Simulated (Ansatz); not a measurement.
Al:

```
Al
1.0
     2.81246    0.00000    0.00000
    -1.40623    2.43566    0.00000
     0.00000    0.00000    4.86685
Al
2
Direct
  0.33333 0.66667 0.25000
  0.66667 0.33333 0.75000
```

This isn't the form of Al at room conditions, which is fcc.

* Program: Ansatz 0.2.0
* Task: relaxation of cell and atoms
* Functional: PBE
* Dispersion: D3(BJ)
* Potentials or basis: Ansatz PAW
* Cutoff: 420 eV (not typed: the program's choice for these potentials)
* k mesh: 11 × 11 × 6
* Occupations: fermi-dirac, width 0.05 eV
* Spin: no spin polarisation

At the start: volume 16.67 Å³/atom.

**Question.** Where does the relaxation end?

**Answer.** It ends after 7 steps and the volume is 15.93 Å³/atom (-4.4 %); space group P6_3/mmc (No. 194, to 0.05 Å).

Step by step:
| step | energy change (eV) | largest force (eV/Å) | volume (Å³) |
| --- | --- | --- | --- |
| 1 | 0.0000 | 0.0000 | 33.34 |
| 2 | -0.0345 | 0.0000 | 31.42 |
| 3 | -0.0359 | 0.0000 | 31.89 |
| 4 | -0.0360 | 0.0000 | 31.85 |
| 5 | -0.0360 | 0.0000 | 31.86 |
| 6 | -0.0360 | 0.0000 | 31.86 |
| 7 | -0.0356 | 0.0000 | 31.86 |

Final structure:
```yaml
crystal:
  lattice:
    - [2.81248, 0.00000, 0.00000]
    - [-1.40624, 2.43568, 0.00000]
    - [0.00000, 0.00000, 4.65020]
  atoms:
    - { symbol: Al, position: [0.33333, 0.66667, 0.25000] }
    - { symbol: Al, position: [0.66667, 0.33333, 0.75000] }
```

Caveat: the plane-wave basis is chosen anew once the cell has moved, so the energies of steps on either side of that aren't comparable; pairwise dispersion overbinds metals, which lowers pressure and volume.
